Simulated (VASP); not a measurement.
A VASP calculation is set up with these files.

INCAR:
```
ALGO=Normal
EDIFF=1E-6
ENCUT=275
GGA=PE
ISIF=2
ISMEAR=0
LASPH=.TRUE.
LCHARG=.FALSE.
LMAXMIX=4
LREAL=.FALSE.
LWAVE=.FALSE.
NELM=100
PREC=Accurate
SIGMA=0.05
SYSTEM=SrF2
```

File POSCAR:
```
SrF2
4.1012190
  0.0000000000   0.7071068382   0.7071068382
  0.7071068382   0.0000000000   0.7071068382
  0.7071068382   0.7071068382   0.0000000000
Sr F
1 2
direct
  0.0000000000   0.0000000000   0.0000000000
  0.2500000000   0.2500000000   0.2500000000
  0.7500000000   0.7500000000   0.7500000000
```

### KPOINTS
```
Automatic mesh
0
Gamma
6 6 6
0 0 0
```

POTCAR, in this order: Sr_sv F (PBE.64 set). Program: vasp_std.

### Question
Translate this PBE calculation to Ansatz.

### Answer
One equivalent input (not run):
Ansatz 0.2 input:
```yaml
crystal:
  lattice:
    - [0.0000000, 2.9000000, 2.9000000]
    - [2.9000000, 0.0000000, 2.9000000]
    - [2.9000000, 2.9000000, 0.0000000]
  atoms:
    - { symbol: Sr, position: [0.0000000, 0.0000000, 0.0000000] }
    - { symbol: F, position: [0.2500000, 0.2500000, 0.2500000] }
    - { symbol: F, position: [0.7500000, 0.7500000, 0.7500000] }
kpoints:
  mp_grid: { grid: [6, 6, 6] }
hamiltonian:
  xc: pbe
  pseudopotentials: { kind: paw }
scf:
  occupations: { method: gaussian, width: 0.05 }
  max_iter: 100
output: { forces: true, stress: true, eigenvalues: true }
```
Limits of the translation: each code has its own PAW files, so the cut-off isn't converted (ENCUT is set for VASP's; basis.ecutwfc is left out, and Ansatz then takes the one that its files recommend); Ansatz stops its SCF on the density residual and VASP on the energy change (EDIFF).

The compound is SrF2 in the fluorite structure. The cell was not relaxed at this level. The run is one of a series of settings (ENCUT = 275 against the base run), some of them coarse on purpose.
